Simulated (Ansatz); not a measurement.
# HfO2: the cost of one run

Method: DFT PBE, scalar-relativistic, plane waves, PAW, in Ansatz 0.2.0.

1 further run of the same task is left out (set aside as unsound or not needed). Runs told in other sessions of the task aren't counted.

## (1) The structure to begin with

Symmetry: Fm-3m, No. 225, cubic system. The conventional cell has a = 5.098 Å, b = 5.098 Å, c = 5.098 Å, α = 90.00°, β = 90.00°, γ = 90.00°. Hf (site symmetry m-3m) is surrounded by 8 O at 2.21 Å. O (site symmetry -43m) is surrounded by 4 Hf at 2.21 Å.

As a file:

```cif
data_structure
_symmetry_space_group_name_H-M 'P 1'
_symmetry_Int_Tables_number 1
_cell_length_a 3.6046
_cell_length_b 3.6046
_cell_length_c 3.6046
_cell_angle_alpha 60.000
_cell_angle_beta 60.000
_cell_angle_gamma 60.000
_cell_volume 33.12
loop_
_atom_site_label
_atom_site_type_symbol
_atom_site_fract_x
_atom_site_fract_y
_atom_site_fract_z
_atom_site_occupancy
Hf1 Hf 0.00000 0.00000 0.00000 1
O1 O 0.25000 0.25000 0.25000 1
O2 O 0.75000 0.75000 0.75000 1
```

This cell was relaxed beforehand with the same method: volume 11.04 Å³/atom, gap on the mesh 3.75 eV.

Its energy, with the smearing taken to zero, is -16861.4101 eV for the 3-atom cell on a 8×8×8 mesh; differences below count from it.

## (2) Making the start

6 Hf, 12 O were thrown into a skewed cell at random, at 1.04 times a reference volume of the solid, and pushed apart as soft spheres.

The cell holds 6 Hf, 12 O: a = 5.914 Å, b = 6.170 Å, c = 5.666 Å, α = 90.57°, β = 90.53°, γ = 88.22°.

## (3) Langevin stage at 3600 K

The cutoff is lowered while the worst contacts of the packing are taken out. One k point, a Fermi-Dirac width of 0.310 eV and a fixed cell.

input.yaml reads:

```yaml
crystal:
  lattice:
    - [5.913382, 0.093665, -0.026317]
    - [0.093665, 6.169229, -0.029352]
    - [-0.026317, -0.029352, 5.666068]
  atoms:
    - { symbol: Hf, position: [0.1921217471, 0.5140667699, 0.9924595441] }
    - { symbol: Hf, position: [0.7640577493, 0.063575938, 0.7506136729] }
    - { symbol: Hf, position: [0.2005522761, 0.9626240936, 0.1895151477] }
    - { symbol: Hf, position: [0.1428893735, 0.2496624325, 0.5747011674] }
    - { symbol: Hf, position: [0.6816170852, 0.4957278045, 0.0842335872] }
    - { symbol: Hf, position: [0.1364167663, 0.8078128555, 0.6355363897] }
    - { symbol: O, position: [0.8382704723, 0.8972404483, 0.3920830236] }
    - { symbol: O, position: [0.9188097409, 0.792629323, 0.9900101626] }
    - { symbol: O, position: [0.369735376, 0.2862965579, 0.2539853837] }
    - { symbol: O, position: [0.570644258, 0.9809680087, 0.0835310689] }
    - { symbol: O, position: [0.4772232674, 0.3186879078, 0.7898512451] }
    - { symbol: O, position: [0.878315545, 0.4824839431, 0.7383830352] }
    - { symbol: O, position: [0.7497315017, 0.2789591111, 0.4041823093] }
    - { symbol: O, position: [0.4409606147, 0.0067341388, 0.5378611867] }
    - { symbol: O, position: [0.9606661445, 0.2290948677, 0.0476492761] }
    - { symbol: O, position: [0.0283405289, 0.5496447014, 0.3553109062] }
    - { symbol: O, position: [0.5245573258, 0.7033826521, 0.7890922895] }
    - { symbol: O, position: [0.4597197187, 0.6470089597, 0.3746755098] }
  symmetry: { detect: false }
basis:
  ecutwfc: 320
  xc_grid: 1
kpoints:
  mp_grid: { grid: [1, 1, 1], shift: [0.0, 0.0, 0.0] }
hamiltonian:
  xc: pbe
scf:
  occupations: { method: fermi_dirac, width: 0.3102 }
  lower_state_search: "off"
  convergence: { dr2_threshold: 1.0e-05 }
output:
  forces: true
  stress: true
md:
  timestep: 2.0
  n_steps: 24
  ensemble: nvt_langevin
  friction: 0.03
  temperature: 3600.0
  initial_velocities: maxwell_boltzmann
  seed: 48797
```

Started as:

```bash
> ansatz run input.yaml --threads 2 --pin off --max-ram 5120MiB --backend cpu --events-out ev --progress --plain --runs-dir out
```

Q: Estimate wall time and peak memory on 2 threads of Intel Xeon at 2.70GHz, shared host.

About 32 s, with a peak of 0.38 GiB.
